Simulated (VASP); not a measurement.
# Pb: molecular dynamics with a monitored distance, by stops when the distance exceeds

Pb, Fm-3m (no. 225), 12 atoms in the cell. PBE, molecular dynamics; PAW potentials Pb (PBE set).

| Stops when the distance exceeds (Å) | Largest distance met (Å) | Steps run | Mean temperature (K) | Time (s) |
|---|---|---|---|---|
| 3.71 | 3.500 | 80 | 824 | 212 |
| 5.6 | 3.500 | 80 | 824 | 211 |

Limits: 320 fs of 12 atoms are too short for converged averages; the distance is that to the nearest periodic copy, which so small a cell caps.

## Input of the first row

INCAR:
```
GGA = PE
PREC = Normal
ENCUT = 200
EDIFF = 1E-5
NELMIN = 4
NELM = 60
ALGO = Fast
LREAL = Auto
LASPH = True
ISMEAR = -1
SIGMA = 0.05
ISYM = 0
LWAVE = False
LCHARG = False
IBRION = 0
NSW = 80
POTIM = 4.0
TEBEG = 1000
TEEND = 1000
ISIF = 2
MDALGO = 1
ANDERSEN_PROB = 0.05
RANDOM_SEED = 604348 0 0
VALUE_MAX = 3.71
VALUE_MIN = 1.75
KPAR = 2
```

KPOINTS:
```
k-points
0
Monkhorst-Pack
  2 2 2
```

ICONST:
```
R 1 2 7
```

POSCAR:
```
Pb
1.0
    0.0000000000      4.9500400000      4.9500400000
    4.9500400000      0.0000000000      4.9500400000
    7.4250600000      7.4250600000      0.0000000000
Pb
12
Direct
    0.0000000000      0.0000000000      0.0000000000
    0.0000000000      0.0000000000      0.3333333333
    0.0000000000      0.0000000000      0.6666666667
    0.0000000000      0.5000000000      0.0000000000
    0.0000000000      0.5000000000      0.3333333333
    0.0000000000      0.5000000000      0.6666666667
    0.5000000000      0.0000000000      0.0000000000
    0.5000000000      0.0000000000      0.3333333333
    0.5000000000      0.0000000000      0.6666666667
    0.5000000000      0.5000000000      0.0000000000
    0.5000000000      0.5000000000      0.3333333333
    0.5000000000      0.5000000000      0.6666666667
```

Commands:
```
cat potpaw_PBE.64/Pb/POTCAR > POTCAR
mpirun -np 2 vasp_std > vasp.out
```

Changes of the last row against the first:
```
- VALUE_MAX = 3.71
+ VALUE_MAX = 5.6
```

VASP 6.6.1 took 212 s on 2 cores (Intel Xeon 6975P-C (Granite Rapids)), a shared host.
